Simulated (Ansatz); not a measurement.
SiC: pressure against volume

Reference cell: a structure deposited in the COD, whose atoms a relaxation with PBE at fixed cell left in place.

```yaml
crystal:
  lattice:
    - [0.00000, 2.17900, 2.17900]
    - [2.17900, 0.00000, 2.17900]
    - [2.17900, 2.17900, 0.00000]
  atoms:
    - { symbol: Si, position: [0.00000, 0.00000, 0.00000] }
    - { symbol: C, position: [0.25000, 0.25000, 0.25000] }
```

Atoms are numbered from 1 in the order listed; like atoms form one site, named after its first atom.

Computed with Ansatz: DFT, PBE, plane waves and PAW, scalar-relativistic, 420 eV cutoff, Γ-centred 17×17×17 k-points, Fermi–Dirac smearing 0.02 eV.

The cell is scaled uniformly, and the ions relax again at each size.

| V/V₀ | pressure (GPa) | gap on the k-mesh (eV) |
| --- | --- | --- |
| 0.94 | 19.0 | 1.34 |
| 0.96 | 13.2 | 1.36 |
| 0.98 | 8.0 | 1.38 |
| 1.00 | 3.3 | 1.40 |
| 1.02 | -1.0 | 1.42 |
| 1.04 | -4.9 | 1.43 |
| 1.06 | ? | ? |

(1) Estimate the row at V/V₀ = 1.06, the equilibrium volume and the bulk modulus.

Answers

(1) pressure (GPa): -8.5; gap on the k-mesh (eV): 1.45. Worked: a parabola in ln(V/V₀) through the other 6 rows gives -8.4 GPa there. It crosses zero pressure at V/V₀ = 1.015, the equilibrium volume of this functional, where the bulk modulus is B = −dP/d ln V = 213 GPa. The gap rises as the cell grows, by 0.009 eV per per cent of volume.

PBE gaps are too small, by a third to a half in many semiconductors; their changes with volume are better.
